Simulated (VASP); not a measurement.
TiTe:

```
CELL_PARAMETERS angstrom
0.00000 3.05007 3.05007
3.05007 0.00000 3.05007
3.05007 3.05007 0.00000
ATOMIC_POSITIONS crystal
Ti 0.50000 0.50000 0.50000
Te 0.00000 0.00000 0.00000
```

The cell comes from a database or a generator and needn't be the stable form of this composition.

| Property | Result |
| --- | --- |
| Program | VASP 6.6.1 |
| Task | relaxation of cell and atoms |
| Functional | PBE |
| Potentials or basis | VASP PAW PBE potentials, release 64 (Ti_sv, Te) |
| Cutoff | 600 eV |
| k mesh | 8 × 8 × 8 |
| Occupations | fermi-dirac, width 0.05 eV |
| Spin | no spin polarisation |

At the start: pressure -10.6 GPa; volume 28.37 Å³/atom.

How do energy, volume and symmetry change on relaxing?

Over 3 steps the energy falls by 238.9 meV/atom and the volume is 22.57 Å³/atom (-20.5 %); space group Fm-3m (No. 225, to 0.05 Å).

Step by step:
| step | energy change (eV) | largest force (eV/Å) | pressure (GPa) | volume (Å³) |
| --- | --- | --- | --- | --- |
| 1 | 0.0000 | 0.0000 | -10.62 | 56.75 |
| 2 | -0.4386 | 0.0000 | 5.04 | 42.66 |
| 3 | -0.4777 | 0.0000 | 0.04 | 45.14 |

Final structure:
```cif
data_structure
_symmetry_space_group_name_H-M 'P 1'
_symmetry_Int_Tables_number 1
_cell_length_a 3.9965
_cell_length_b 3.9965
_cell_length_c 3.9965
_cell_angle_alpha 60.000
_cell_angle_beta 60.000
_cell_angle_gamma 60.000
_cell_volume 45.14
loop_
_atom_site_label
_atom_site_type_symbol
_atom_site_fract_x
_atom_site_fract_y
_atom_site_fract_z
_atom_site_occupancy
Ti1 Ti 0.50000 0.50000 0.50000 1
Te1 Te 0.00000 0.00000 0.00000 1
```

Caveat: the volume moved by over 15 % at a fixed basis, so the end points are rough.
